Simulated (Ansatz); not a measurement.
Rocksalt SrTe, relaxed with r2SCAN: space group Fm-3m (No. 225), cubic; a = 6.706 Å in the conventional setting, 37.69 Å³ an atom. Sr has 6 Te at 3.35 Å; Te has 6 Sr at 3.35 Å. One-shot G0W0@PBE in Ansatz on a 4×4×4 mesh (contour deformation, no spin-orbit coupling), from a PBE gap of 1.763 eV over the mesh points (the G0W0 gap is indirect on the mesh); the number N of bands summed and the screening cutoff rise together. Spin-unpolarised throughout; all numbers are computed.

```tsv
N	cutoff (eV)	1000/N	G0W0 gap (eV)
184	100	5.435	2.828
426	180	2.347	2.925
```

Question: Lay a straight line in 1000/N through these rows.

Answer: The slope is -0.0314 eV per unit of 1000/N and the intercept 2.999 eV.

Question: Predict the gap at N = 814 (260 eV).

Answer: 2.999 + (-0.0314) × 1.229 = 2.960 eV; the run gives 2.957 eV, -0.003 eV from the line.

Question: With that run's result added, what limit do the last two rows suggest?

Answer: Their slope is (2.957 − 2.925)/(1.229 − 2.347) = -0.0286, which meets 1/N = 0 at 2.99 eV, against 2.999 eV from the first line. The two lines nearly agree; the k mesh isn't extrapolated.

No spin-orbit coupling is included; it can move band edges with weight on the heavy atoms by tenths of an eV.
